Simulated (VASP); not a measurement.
# KF (Carobbiite) (Fm-3m) in VASP: further runs

One crystal, KF (Carobbiite), is run at these levels: revPBE+D4, LDA, PBE; tasks: relaxation of the atoms, single point.

All numbers are computed with VASP 6.6.1; they aren't measurements. Logs are shortened: lines on timing, memory, paths and dates and some standing lists are left out, and cuts for length are marked.

### Step 1. Starting point

It takes space group Fm-3m (No. 225, cubic). The conventional cell has a = 5.344 Å, b = 5.344 Å, c = 5.344 Å, α = 90.00°, β = 90.00°, γ = 90.00°. K (site symmetry m-3m) is surrounded by 6 F at 2.67 Å. F (site symmetry m-3m) has 6 K at 2.67 Å as nearest neighbours.

### Step 2. Relaxation of the atoms, revPBE+D4 (atoms moved at random, drawn with an rms of 0.02 Å)

The input, INCAR:

```
SYSTEM = KF
ALGO     = Fast           ! electronic algorithm
EDIFF    = 1E-7           ! SCF threshold, eV
EDIFFG   = -0.01          ! ionic threshold
ENCUT    = 520            ! plane-wave cutoff, eV
GGA      = RE             ! functional
IBRION   = 1              ! ionic algorithm
ISIF     = 2              ! what is computed and relaxed
ISMEAR   = 0              ! smearing method
IVDW     = 13             ! dispersion correction
LASPH    = .True.         ! aspherical terms in the spheres
LCHARG   = .False.        ! write CHGCAR
LREAL    = Auto         
LWAVE    = .False.        ! write WAVECAR
NELM     = 80             ! most SCF steps
NSW      = 60             ! ionic steps
PREC     = Accurate       ! precision mode
SIGMA    = 0.05           ! smearing width, eV
```

The input, KPOINTS:

```
k-points
0
Gamma
  9 9 9
  0 0 0
```

The input, POSCAR:

```
KF
1.0
    0.0000000000      2.6718500000      2.6718500000
    2.6718500000      0.0000000000      2.6718500000
    2.6718500000      2.6718500000      0.0000000000
K F
1 1
Selective dynamics
Direct
   -0.0024830000      0.0048930000     -0.0001010000  F F F
    0.5028520000      0.5008920000      0.4978830000  T T T
```

Potentials or basis: VASP PAW PBE potentials, release 54 (K_sv, F).

Run with:

```console
$ cat potpaw_PBE.54/K_sv/POTCAR potpaw_PBE.54/F/POTCAR > POTCAR
$ mpirun -np 1 vasp_std > vasp.out
```

OUTCAR:

```text
SYSTEM = KF
   EDIFF = 1E-7
   EDIFFG = -0.01
   ENCUT = 520
   GGA = RE
   IBRION = 1
   ISIF = 2
   ISMEAR = 0
   IVDW = 13
   LASPH = .True.
   LREAL = Auto
   NELM = 80
   NSW = 60
   PREC = Accurate

 ion  position               nearest neighbor table
   1  0.998  0.005  1.000-   2 2.66   2 2.66   2 2.67   2 2.68   2 2.68   2 2.69
   2  0.503  0.501  0.498-   1 2.66   1 2.66   1 2.67   1 2.68   1 2.68   1 2.69

  LATTYP: Found a face centered cubic cell.
 ALAT       =     5.3437000000

  Lattice vectors:

 A1 = (   0.0000000000,   2.6718500000,   2.6718500000)
 A2 = (   2.6718500000,   0.0000000000,   2.6718500000)
 A3 = (   2.6718500000,   2.6718500000,   0.0000000000)

Analysis of symmetry for initial positions (statically):
=====================================================================
 Subroutine PRICEL returns:
 Original cell was already a primitive cell.

 Routine SETGRP: Setting up the symmetry group for a
 face centered cubic supercell.

 Subroutine GETGRP returns: Found  1 space group operations
 (whereof  1 operations were pure point group operations)
 out of a pool of 48 trial point group operations.

The static configuration has the point symmetry C_1 .

Analysis of symmetry for dynamics (positions and initial velocities):
=====================================================================
 Subroutine PRICEL returns:
 Original cell was already a primitive cell.

 Routine SETGRP: Setting up the symmetry group for a
 face centered cubic supercell.

 Subroutine GETGRP returns: Found  1 space group operations
 (whereof  1 operations were pure point group operations)
 out of a pool of 48 trial point group operations.

The dynamic configuration has the point symmetry C_1 .

Analysis of constrained symmetry for selective dynamics:
=====================================================================
 Subroutine PRICEL returns:
 Original cell was already a primitive cell.

 Routine SETGRP: Setting up the symmetry group for a
 face centered cubic supercell.

 Subroutine GETGRP returns: Found  1 space group operations
 (whereof  1 operations were pure point group operations)
 out of a pool of 48 trial point group operations.

The constrained configuration has the point symmetry C_1 .

 Subroutine INISYM returns: Found  1 space group operations
 (whereof  1 operations are pure point group operations),
 and found     1 'primitive' translations

----------------------------------------------------------------------------------------

                                     Primitive cell

  volume of cell :      38.1475

  direct lattice vectors                    reciprocal lattice vectors
     0.000000000  2.671850000  2.671850000    -0.187136254  0.187136254  0.187136254
     2.671850000  0.000000000  2.671850000     0.187136254 -0.187136254  0.187136254
     2.671850000  2.671850000  0.000000000     0.187136254  0.187136254 -0.187136254

  length of vectors
     3.778566507  3.778566507  3.778566507     0.324129500  0.324129500  0.324129500

  position of ions in fractional coordinates (direct lattice)
     0.997517000  0.004893000  0.999899000
     0.502852000  0.500892000  0.497883000

  ion indices of the primitive-cell ions
   primitive index   ion index
                 1           1
                 2           2

----------------------------------------------------------------------------------------

 KPOINTS: k-points

Automatic generation of k-mesh.
 Grid dimensions read from file:
 generate k-points for:    9    9    9

 Generating k-lattice:

  Cartesian coordinates                     Fractional coordinates (reciprocal lattice)
    -0.020792917  0.020792917  0.020792917     0.111111111  0.000000000  0.000000000
     0.020792917 -0.020792917  0.020792917     0.000000000  0.111111111  0.000000000
     0.020792917  0.020792917 -0.020792917     0.000000000  0.000000000  0.111111111

  Length of vectors
     0.036014389  0.036014389  0.036014389

  Shift w.r.t. Gamma in fractional coordinates (k-lattice)
     0.000000000  0.000000000  0.000000000

 Subroutine IBZKPT returns following result:
 ===========================================

 Found    365 irreducible k-points:

 Following reciprocal coordinates:
            Coordinates               Weight
  0.000000  0.000000  0.000000      1.000000
  0.111111  0.000000  0.000000      2.000000
  0.000000  0.111111  0.000000      2.000000
  0.000000  0.000000  0.111111      2.000000
  0.111111  0.111111  0.111111      2.000000
  0.222222  0.000000  0.000000      2.000000
[... 16 lines left out ...]
  0.111111  0.000000  0.222222      2.000000
  0.111111  0.111111 -0.111111      2.000000
 [... further k-points ...]
   k-points           NKPTS =    365   k-points in BZ     NKDIM =    365   number of bands    NBANDS=     12
   number of dos      NEDOS =    301   number of ions     NIONS =      2
   total plane-waves  NPLWV =  21952
   dimension x,y,z NGX =    28 NGY =   28 NGZ =   28
   dimension x,y,z NGXF=    56 NGYF=   56 NGZF=   56
   ions per type =               1   1
   NGX,Y,Z   is equivalent  to a cutoff of  12.32, 12.32, 12.32 a.u.
   NGXF,Y,Z  is equivalent  to a cutoff of  24.64, 24.64, 24.64 a.u.
 SYSTEM =  KF
   PREC   = accura    normal or accurate (medium, high low for compatibility)
   ISTART =      0    job   : 0-new  1-cont  2-samecut
   ICHARG =      2    charge: 1-file 2-atom 10-const
   ISPIN  =      1    spin polarized calculation?
   LNONCOLLINEAR =      F non collinear calculations
   LSORBIT =      F    spin-orbit coupling
   LASPH  =      T    aspherical Exc in radial PAW
   ENCUT  =  520.0 eV  38.22 Ry    6.18 a.u.   7.03  7.03  7.03*2*pi/ulx,y,z
   NELM   =     80;   NELMIN=  2; NELMDL= -5     # of ELM steps
   EDIFF  = 0.1E-06   stopping-criterion for ELM
   LREAL  =      T    real-space projection
   EDIFFG = -.1E-01   stopping-criterion for IOM
   NSW    =     60    number of steps for IOM
   IBRION =      1    ionic relax: 0-MD 1-quasi-New 2-CG
   NFREE  =      0    steps in history (QN), initial steepest desc. (CG)
   ISIF   =      2    stress and relaxation
   ISYM   =      2    0-nonsym 1-usesym 2-fastsym
   POTIM  = 0.5000    time-step for ionic-motion
   TEBEG  =    0.0;   TEEND  =   0.0 temperature during run
   PSTRESS=    0.0 pullay stress
   NELECT =      16.0000    total number of electrons
   NUPDOWN=      -1.0000    fix difference up-down
   EMIN   =  10.00;   EMAX   =-10.00  energy-range for DOS
   EFERMI =   0.00;   METHOD = LEGACY
   ISMEAR =     0;   SIGMA  =   0.05  broadening in eV -4-tet -1-fermi 0-gaus
   EFERMI_NEDOS =   21; number of points for ismear=-14 and -15
   IALGO  =     68    algorithm
   IMIX   =      4    mixing-type and parameters
     AMIX     =   0.40;   BMIX     =  1.00
     AMIX_MAG =   1.60;   BMIX_MAG =  1.00
  volume/ion in A,a.u.               =      19.07       128.72
  Fermi-wavevector in a.u.,A,eV,Ry     =   1.225442  2.315750 20.431978  1.501708
  Thomas-Fermi vector in A             =   2.360480
   LORBIT       =      0    0 simple, 1 ext, 2 COOP (PROOUT), +10 PAW based schemes
   GGA     = RE    functional components
   LHFCALC =     F    Hartree Fock is set to
   AEXX    =    0.0000 exact exchange contribution
   IVDW    =    13    specifies the selected vdW correction
   LEPSILON=     F    determine dielectric tensor
   LRPA    =     F    only Hartree local field effects (RPA)
 quasi-Newton-method for relaxation of ions
 non-spin polarized calculation
 RMM-DIIS sequential band-by-band and
 Gauss-broadening in eV      SIGMA  =   0.05
  energy-cutoff  :      520.00
  volume of cell :       38.15
 maximum number of plane-waves:      1037
   NGX = 13   NGY = 13   NGZ = 13

--------------------------------------- Ionic step        1  -------------------------------------------

 number of electron      16.0000002 magnetization

 Free energy of the ion-electron system (eV)
  ---------------------------------------------------
  ext. energy  EPLUGINS =         0.00000000
  ---------------------------------------------------
  free energy    TOTEN  =        -7.86908687 eV

  energy without entropy =       -7.86908687  energy(sigma->0) =       -7.86908687

------------------------ aborting loop because EDIFF is reached ----------------------------------------

  DFT-D4 for vdW energy calculation

  Edisp (eV):   -0.23822

  FORCE on cell =-STRESS in cart. coord.  units (eV):
  Direction    XX          YY          ZZ          XY          YZ          ZX
  --------------------------------------------------------------------------------------
  -------------------------------------------------------------------------------------
  Total       0.60715     0.60914     0.60820     0.00187     0.00005    -0.00078
  in kB      25.50002    25.58364    25.54424     0.07872     0.00227    -0.03288
  external pressure =       25.54 kB  Pullay stress =        0.00 kB
[... 61 lines left out ...]
  energy  without entropy=       -8.1073501386  energy(sigma->0) =       -8.10735014

--------------------------------------- Ionic step        3  -------------------------------------------

 number of electron      16.0000002 magnetization

 Free energy of the ion-electron system (eV)
  ---------------------------------------------------
  ext. energy  EPLUGINS =         0.00000000
  ---------------------------------------------------
  free energy    TOTEN  =        -7.86938360 eV

  energy without entropy =       -7.86938360  energy(sigma->0) =       -7.86938360

 E-fermi :  -2.3610     XC(G=0):  -8.0274

 val. band max:       -2.6189222863   @ k =   0.0000   0.0000   0.0000
 cond. band min:       3.8531270248   @ k =   0.0000   0.0000   0.0000
 fundamental gap:      6.4720493111
 Fermi energy:        -2.3610312947

 k-point     1 :       0.0000    0.0000    0.0000
  band No.  band energies     occupation
      1     -28.9009      2.00000
      2     -21.3649      2.00000
      3     -12.1245      2.00000
      4     -12.1245      2.00000
      5     -12.1245      2.00000
      6      -2.6189      2.00000
      7      -2.6189      2.00000
      8      -2.6189      2.00000
      9       3.8531      0.00000
     10       8.1608      0.00000
     11       8.1608      0.00000
     12       8.1608      0.00000
[... 331 lines left out ...]
 k-point    24 :       0.1111    0.1111   -0.1111
  band No.  band energies     occupation
      1     -28.8660      2.00000
      2     -21.3942      2.00000
      3     -12.2125      2.00000
      4     -12.1703      2.00000
      5     -12.1470      2.00000
      6      -2.9852      2.00000
      7      -2.7058      2.00000
      8      -2.6835      2.00000
      9       4.9587      0.00000
     10       7.4228      0.00000
     11       8.8295      0.00000
     12       8.8885      0.00000

 [... further k-points ...]

------------------------ aborting loop because EDIFF is reached ----------------------------------------

  DFT-D4 for vdW energy calculation

  Edisp (eV):   -0.23822

  FORCE on cell =-STRESS in cart. coord.  units (eV):
  Direction    XX          YY          ZZ          XY          YZ          ZX
  --------------------------------------------------------------------------------------
  -------------------------------------------------------------------------------------
  Total       0.60748     0.61087     0.61081     0.00204     0.00011    -0.00174
  in kB      25.51397    25.65631    25.65364     0.08548     0.00481    -0.07308
  external pressure =       25.61 kB  Pullay stress =        0.00 kB
[... 17 lines left out ...]
  FREE ENERGIE OF THE ION-ELECTRON SYSTEM (eV)
  ---------------------------------------------------
  free  energy   TOTEN  =        -8.1076025388 eV

  energy  without entropy=       -8.1076025388  energy(sigma->0) =       -8.10760254

 reached required accuracy - stopping structural energy minimisation
```

It took 5.1 min on 1 thread of Intel Xeon Platinum 8559C (Emerald Rapids), shared host; peak memory 0.23 GiB.

What came out:

```yaml
Free_energy: -8.1076 eV
Energy_gained_by_relaxing: 0.1 meV/atom
Ionic_steps: 3
Pressure_after_relaxing: 2.6 GPa
Band_gap_on_the_k_mesh: 6.47 eV, direct
Dispersion_energy_per_atom: -0.119 eV
```

Step by step:
| step | energy change (eV) | largest force (eV/Å) | pressure (GPa) |
| --- | --- | --- | --- |
| 1 | 0.0000 | 0.0278 | 2.55 |
| 2 | 0.0000 | 0.0255 | 2.57 |
| 3 | -0.0003 | 0.0005 | 2.56 |

Final structure:
```yaml
crystal:
  lattice:
    - [0.00000, 2.67185, 2.67185]
    - [2.67185, 0.00000, 2.67185]
    - [2.67185, 2.67185, 0.00000]
  atoms:
    - { symbol: K, position: [0.99752, 0.00489, 0.99990] }
    - { symbol: F, position: [0.49798, 0.50390, 0.49989] }
```

Caveat: the PAW data sets were made with another functional, which shifts forces and pressure a little; an odd mesh through Γ misses points on the zone boundary, where band edges often lie.

### Step 3. Single point, LDA

The input, INCAR:

```
  PREC = Accurate
  ENCUT = 550
  EDIFF = 1E-6
  ISMEAR = 0
  SIGMA = 0.05
  LREAL = F
  LASPH = T
  NELM = 60
  ALGO = Normal
  ISIF = 2
  LWAVE = F
  LCHARG = F
  GGA = CA
  NBANDS = 15
```

The input, KPOINTS:

```
regular mesh
0
Gamma
  9 9 9
```

The input, POSCAR:

```
KF
1.0
    0.0000000000      2.6718500000      2.6718500000
    2.6718500000      0.0000000000      2.6718500000
    2.6718500000      2.6718500000      0.0000000000
K F
1 1
Cartesian
    0.0000000000      0.0000000000      0.0000000000
    2.6718500000      2.6718500000      2.6718500000
```

Potentials or basis: VASP PAW LDA potentials, release 64 (K_sv_GW, F_GW).

Run with:

```console
$ cat potpaw_LDA.64/K_sv_GW/POTCAR potpaw_LDA.64/F_GW/POTCAR > POTCAR
$ mpirun -np 1 vasp_std > vasp.out
```

Wall time 21 s (1 thread of Intel Xeon Platinum 8488C (Sapphire Rapids), shared host); peak memory 0.15 GiB.

Results (log left out):

| Quantity | Value |
| --- | --- |
| Free energy | -11.5727 eV |
| Band gap on the k mesh | 5.80 eV, direct |

Levels at points of the mesh, in eV from the valence-band top:
```tsv
k point	band 5	band 6	band 7	band 8	band 9	band 10	band 11	band 12
(0.00, 0.00, 0.00)	-9.09	0.00	0.00	0.00	5.80	10.52	10.52	10.52
```

Caveat: the cutoff is under 1.25 times the usual one of these potentials, so pressure, stress and relaxed cells hold a basis-set (Pulay) error; an odd mesh through Γ misses points on the zone boundary, where band edges often lie.

### Step 4. Single point, LDA

The input, run.py:

```python
from ase.calculators.vasp import Vasp
from ase.dft.bandgap import bandgap
from ase.io import read

atoms = read('KF.cif')
calc = Vasp(
    directory='calc',
    xc='lda',
    pp='LDA',
    setups='gw',
    prec='Accurate',
    encut=550,
    ediff=1e-06,
    ismear=0,
    sigma=0.05,
    lreal=False,
    lasph=True,
    nelm=60,
    algo='Fast',
    isif=2,
    lwave=False,
    lcharg=True,
    lelf=True,
    lvhar=True,
    kpts=[9, 9, 9],
    gamma=True,
    nbands=15,
)
atoms.calc = calc

print('energy (eV):', atoms.get_potential_energy())
print('free energy (eV):', atoms.get_potential_energy(force_consistent=True))
print('forces (eV/A):')
print(atoms.get_forces())
print('stress (eV/A^3, Voigt):', atoms.get_stress())
print('Fermi level (eV):', calc.get_fermi_level())
gap, top, bottom = bandgap(calc)
print('band gap (eV):', gap, 'from (spin, k, band)', top, 'to', bottom)
```

The input, KF.cif:

```cif
data_KF
_cell_length_a 3.77856651
_cell_length_b 3.77856651
_cell_length_c 3.77856651
_cell_angle_alpha 60.00000000
_cell_angle_beta 60.00000000
_cell_angle_gamma 60.00000000
_space_group_name_H-M_alt 'P1'
_space_group_name_Hall 'P 1'
_space_group_IT_number 1
loop_
_space_group_symop_operation_xyz
'x,y,z'
loop_
_atom_site_label
_atom_site_type_symbol
_atom_site_symmetry_multiplicity
_atom_site_Wyckoff_symbol
_atom_site_fract_x
_atom_site_fract_y
_atom_site_fract_z
_atom_site_occupancy
K1 K 1 a 0.0000000000 0.0000000000 0.0000000000 1
F1 F 1 a 0.5000000000 0.5000000000 0.5000000000 1
```

Run with:

```console
$ python run.py
```

Wall time 29 s (1 thread of Intel Xeon Platinum 8488C (Sapphire Rapids), shared host); peak memory 0.15 GiB.

The run converged. Its results:

| Quantity | Value |
| --- | --- |
| Free energy | -11.5727 eV |
| Band gap on the k mesh | 5.80 eV, direct |

Levels at points of the mesh, in eV from the valence-band top:
| k point | band 5 | band 6 | band 7 | band 8 | band 9 | band 10 | band 11 | band 12 |
| --- | --- | --- | --- | --- | --- | --- | --- | --- |
| (0.00, 0.00, 0.00) | -9.09 | 0.00 | 0.00 | 0.00 | 5.80 | 10.52 | 10.52 | 10.52 |

Caveat: the cutoff is under 1.25 times the usual one of these potentials, so pressure, stress and relaxed cells hold a basis-set (Pulay) error; an odd mesh through Γ misses points on the zone boundary, where band edges often lie. As with any semilocal functional, this LDA gap is likely too small.

### Step 5. Single point, PBE

The input, INCAR:

```
SYSTEM = KF
ALGO = Normal ; EDIFF = 1E-6
ENCUT = 500 ; GGA = PE
ISIF = 2 ; ISMEAR = 0
LASPH = .True. ; LCHARG = .False.
LREAL = .False. ; LWAVE = .False.
NELM = 80 ; PREC = Accurate
SIGMA = 0.02
```

The input, KPOINTS:

```
k-points
0
Gamma
  9 9 9
  0 0 0
```

POSCAR is that of step 3.

Potentials or basis: VASP PAW PBE potentials, release 64 (K_pv, F).

Run with:

```console
$ cat potpaw_PBE.64/K_pv/POTCAR potpaw_PBE.64/F/POTCAR > POTCAR
$ mpirun -np 1 vasp_std > vasp.out
```

Run time: 31 s. Hardware: 1 thread of AMD EPYC 7R43 (Zen 3), shared host; peak memory 0.12 GiB.

The run converged. Its results:

- Free energy: -8.2107 eV
- Pressure: 2.3 GPa
- Band gap on the k mesh: 6.14 eV, direct

Levels at points of the mesh, in eV from the valence-band top:
```csv
k point,band 3,band 4,band 5,band 6,band 7,band 8,band 9,band 10,band 11
"(0.00, 0.00, 0.00)",-9.37,-9.37,0.00,0.00,0.00,6.14,10.72,10.72,10.72
```

Caveat: an odd mesh through Γ misses points on the zone boundary, where band edges often lie. PBE gaps usually lie below the measured ones, often by a third to a half.

### Step 6. For comparison

An earlier run on the cell as given: functional PBE; potentials or basis VASP PAW PBE potentials, release 64 (K_sv, F); cutoff 520 eV; k mesh 9 × 9 × 9; occupations fermi-dirac, width 0.05 eV; no spin polarisation.

* Pressure: 1.4 GPa
* Band gap on the k mesh: 6.17 eV, direct

### Step 7. The runs side by side

| task | level | potentials or basis | cell | cutoff (eV) | smearing | other keys | gap on the mesh (eV) | pressure (GPa) |
| --- | --- | --- | --- | --- | --- | --- | --- | --- |
| relaxation of the atoms | revPBE+D4 | VASP PAW PBE potentials, release 54 (K_sv, F) | atoms relaxed from: atoms moved at random, drawn with an rms of 0.02 Å | 520 | gaussian 0.05 eV | LREAL = Auto; IBRION = 1 | 6.47 | 2.6 |
| single point | LDA | VASP PAW LDA potentials, release 64 (K_sv_GW, F_GW) | as given | 550 | gaussian 0.05 eV | - | 5.80 | - |
| single point | PBE | VASP PAW PBE potentials, release 64 (K_pv, F) | as given | 500 | gaussian 0.02 eV | - | 6.14 | 2.3 |
| single point | PBE | VASP PAW PBE potentials, release 64 (K_sv, F) | as given | 520 | fermi-dirac 0.05 eV | - | 6.17 | 1.4 |

Alike in all rows: no spin polarisation; k mesh 9 × 9 × 9.

Caveats: an odd mesh through Γ misses points on the zone boundary, where band edges often lie; the PAW data sets were made with another functional, which shifts forces and pressure a little (some runs); the cutoff is under 1.25 times the usual one of these potentials, so pressure, stress and relaxed cells hold a basis-set (Pulay) error (some runs).

Total energies depend on the potentials used, so only differences within one code and one set of settings carry meaning.
